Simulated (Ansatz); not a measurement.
**How far is this ZnS from the hull?**

Method: DFT PBE, scalar-relativistic, plane waves, PAW (Ansatz). Settings: cutoff 420 eV, Γ-centred meshes spaced at most about 0.3 Å⁻¹ (2π included), Gaussian smearing. No spin polarisation.

The zero of energy is the elements' standard structures at the same level; no fitted shifts are applied.

These are static total energies at zero pressure. The reference form of S is held partly by dispersion forces, which this level lacks.

The competitors are the elements and 2 reference phases of this chemical system (from databases or known types: ZnS, ZnS2), relaxed at the same level; other known phases may be missing.

The candidate was reached from: a relaxed cell, shaken at random and relaxed again. The sheet is periodic along a and b; c holds vacuum.

```
CELL_PARAMETERS angstrom
6.79420 -0.00616 0.00000
0.00356 3.92325 0.00000
0.00000 0.00000 29.37246
ATOMIC_POSITIONS crystal
Zn 0.29158 0.74999 0.25430
Zn 0.79155 0.24998 0.25429
Zn 0.45845 0.25002 0.32448
Zn 0.95842 0.75001 0.32448
S 0.95819 0.74998 0.23629
S 0.45818 0.24999 0.23629
S 0.29181 0.75002 0.34248
S 0.79182 0.25001 0.34248
```

**Question.** Where does it stand against these competitors?

**Answer.** Not the lowest form: another structure of the same formula lies lower. Its formation energy is -0.682 eV/atom. The lowest competing phase at this composition is this:

```tsv
phase	space group	source	share of atoms	ΔE_f (eV/atom)
ZnS	F-43m (No. 216)	COD	1.0000	-0.822
```

The candidate lies 140 meV/atom above this phase. The rivals are bulk phases, so the margin includes the cost of making a free sheet. Whether it is a true minimum wasn't tested by phonons.
